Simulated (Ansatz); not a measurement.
System: cubic perovskite BaSnO3. Method: PBE+SOC in Ansatz (PAW).

Run with plane-wave cutoff 520 eV, 8×8×8 k mesh, Fermi–Dirac smearing 0.01 eV, PAW data made under PBE.

A third-order Birch–Murnaghan fit to the energies gives V0 = 14.563 Å³/atom, B0 = 133 GPa, B′ = 5.3.

```tsv
V (Å³/atom)	P (GPa)
13.689	___
13.981	6.06
14.272	2.85
14.563	0.00
14.854	___
15.146	___
15.437	___
```

**Question.** Estimate the withheld pressures from this fit; the answers are the runs' own values.

**Answer.** 
- 13.689, P (GPa): 9.68
- 14.854, P (GPa): -2.53
- 15.146, P (GPa): -4.74
- 15.437, P (GPa): -6.66

The formula P = (3/2) B0 (x^(7/3) − x^(5/3)) [1 + (3/4)(B′ − 4)(x^(2/3) − 1)] with x = V0/V meets the computed pressures within 0.04 GPa when these rounded values are put in.

Measured, for comparison: equilibrium volume per atom 13.95 Å³/atom (temperature not stated, not corrected to a static lattice; as tabulated in Lee et al. (2017), arXiv:1707.09778). Computed (rounded) less measured: equilibrium volume per atom +4.4 %.

Ansatz is a quantum-chemistry and plane-wave program.
